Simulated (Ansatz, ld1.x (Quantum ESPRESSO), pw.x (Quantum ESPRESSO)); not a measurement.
# What a changed setting does to a pw.x run (sc As)

Potential: PAW, ld1.x (Quantum ESPRESSO) 7.5, PBE; core [Ar] 3d10, reference 4s2 4p3; waves: 4s (bound): rcut 1.45, rcutus 1.70 bohr; 4s channel at -0.15 Ry: rcut 1.45, rcutus 1.70 bohr; 4p (bound): rcut 1.80, rcutus 2.40 bohr; 4p channel at 3.35 Ry: rcut 1.80, rcutus 2.40 bohr; 4d channel at 0.35 Ry: rcut 1.50, rcutus 1.90 bohr; 4d channel at 2.8 Ry: rcut 1.50, rcutus 1.90 bohr; local part: all-electron potential smoothed inside 1.30 bohr (lloc = -1); core correction: Bessel-smoothed model core inside 1.40 bohr; augmentation: PSQ, radius 1.25 bohr.

The reference run (k-mesh 12³, cutoffs 40/400 Ry, Fermi–Dirac 0.01 Ry, mixing_beta 0.4, conv_thr 1e-9, no spin) gives -0.78 GPa at 20.515 Å³/atom, where all-electron LAPW gives -0.24 GPa. This run, with its own iteration cap, changes k-mesh shift to 1.

```
&control
  calculation='scf', prefix='x', pseudo_dir='./', outdir='./tmp', tstress=.true., disk_io='none'
/
&system
  ibrav=0, nat=1, ntyp=1, ecutwfc=40, ecutrho=400, nbnd=9,
  occupations='smearing', smearing='fd', degauss=0.01
/
&electrons
  conv_thr=1e-09, mixing_beta=0.4, electron_maxstep=50
/
ATOMIC_SPECIES
As 1.0 As.UPF
CELL_PARAMETERS angstrom
  2.73751920 0.00000000 0.00000000
  0.00000000 2.73751920 0.00000000
  0.00000000 0.00000000 2.73751920
ATOMIC_POSITIONS crystal
As 0.0000 0.0000 0.0000
K_POINTS automatic
12 12 12 1 1 1
```

```bash
pw.x < As.scf.in > As.scf.out
```

Q: How does the run end?

A: It converges in 6 iterations; the free energy moves by -18.3 meV/atom and the pressure by -0.26 GPa.

```
Message from routine setup:
     using ibrav=0 with symmetry is DISCOURAGED, use correct ibrav instead
     lattice parameter (alat)  =       5.1732  a.u.
     unit-cell volume          =     138.4421 (a.u.)^3
     number of electrons       =         5.00
     number of Kohn-Sham states=            9
     kinetic-energy cutoff     =      40.0000  Ry
     charge density cutoff     =     400.0000  Ry
     scf convergence threshold =      1.0E-09
     Exchange-correlation= SLA  PW   PBX  PBC
     number of k points=    56  Fermi-Dirac smearing, width (Ry)=  0.0100
     iteration #  1     ecut=    40.00 Ry     beta= 0.40
     total energy              =    -175.98674747 Ry
     estimated scf accuracy    <       0.00223237 Ry
     iteration #  2     ecut=    40.00 Ry     beta= 0.40
     total energy              =    -175.98695207 Ry
     estimated scf accuracy    <       0.00084207 Ry
     iteration #  3     ecut=    40.00 Ry     beta= 0.40
     total energy              =    -175.98697069 Ry
     estimated scf accuracy    <       0.00000197 Ry
     iteration #  4     ecut=    40.00 Ry     beta= 0.40
     total energy              =    -175.98697251 Ry
     estimated scf accuracy    <       0.00000026 Ry
     iteration #  5     ecut=    40.00 Ry     beta= 0.40
     total energy              =    -175.98697256 Ry
     estimated scf accuracy    <          5.8E-09 Ry
     iteration #  6     ecut=    40.00 Ry     beta= 0.40
     the Fermi energy is     7.7072 ev
!    total energy              =    -175.98697256 Ry
     estimated scf accuracy    <          8.8E-11 Ry
     smearing contrib. (-TS)   =      -0.00179077 Ry
     The total energy is F=E-TS. E is the sum of the following terms:
     one-electron contribution =       4.76178329 Ry
     hartree contribution      =       0.52181574 Ry
     xc contribution           =     -15.21524525 Ry
     ewald contribution        =     -13.71162225 Ry
     one-center paw contrib.   =    -152.34191333 Ry
     convergence has been achieved in   6 iterations
          total   stress  (Ry/bohr**3)                   (kbar)     P=      -10.41
     Message from routine punch:
     Nothing written, as per user request (disk_io='none')
```

The run took about 8.8 s on one core of a shared host (Neoverse-V1, 32 threads, 247 GiB, load 23).
